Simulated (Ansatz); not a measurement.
# P (omega type): a single-point run

Aim: a sound single-point run of P (omega type). The structure is shown as the input types it.

Method: DFT, PBE, PAW with other files of Ansatz's library (core large), scalar-relativistic, in Ansatz 0.2.0.

## (1) The starting structure

It takes space group P6/mmm (No. 191, hexagonal). The conventional cell has a = 3.526 Å, b = 3.526 Å, c = 2.079 Å, α = 90.00°, β = 90.00°, γ = 120.00°. P (site symmetry 6/mmm) is surrounded by 14 P at 2.08 to 2.29 Å. P (site symmetry -6m2) has 11 P at 2.04 to 2.29 Å as nearest neighbours.

Structure file:

```
P
1.0
     3.52594    0.00000    0.00000
    -1.76297    3.05355    0.00000
     0.00000    0.00000    2.07878
P
3
Direct
  0.00000 0.00000 0.00000
  0.33333 0.66667 0.50000
  0.66667 0.33333 0.50000
```

## (2) Input and run

Input file input.yaml:

```yaml
crystal:
  lattice:
    - [3.5259383816, 0.0, 0.0]
    - [-1.7629691908, 3.0535522106, 0.0]
    - [0.0, 0.0, 2.078779213]
  atoms:
    - { symbol: P, position: [0.0, 0.0, 0.0] }
    - { symbol: P, position: [0.3333333333, 0.6666666667, 0.5] }
    - { symbol: P, position: [0.6666666667, 0.3333333333, 0.5] }
kpoints:
  mp_grid: { grid: [9, 9, 12] }
scf:
  occupations: { method: fermi_dirac, width: 0.05 }
  max_iter: 75
hamiltonian:
  xc: pbe
  pseudopotentials: { kind: paw, core: large }
output:
  forces: true
  stress: true
  eigenvalues: true
basis:
  ecutrho_ratio: 0
```

Started as:

```console
$ ansatz run input.yaml --threads 1 --pin off --max-ram 3072MiB --backend cpu --events-out ev --progress --plain --runs-dir out
```

**Question.** How will this run end, and is anything wrong with its input?

The program refused the input before any cycle. Its message: «invalid value for `basis.ecutrho_ratio`: must be in [1, 1024]; got 0»

Look at the input: basis.ecutrho_ratio is 0. The number typed is not permitted for that setting.

What to do: delete basis.ecutrho_ratio (the default then holds).
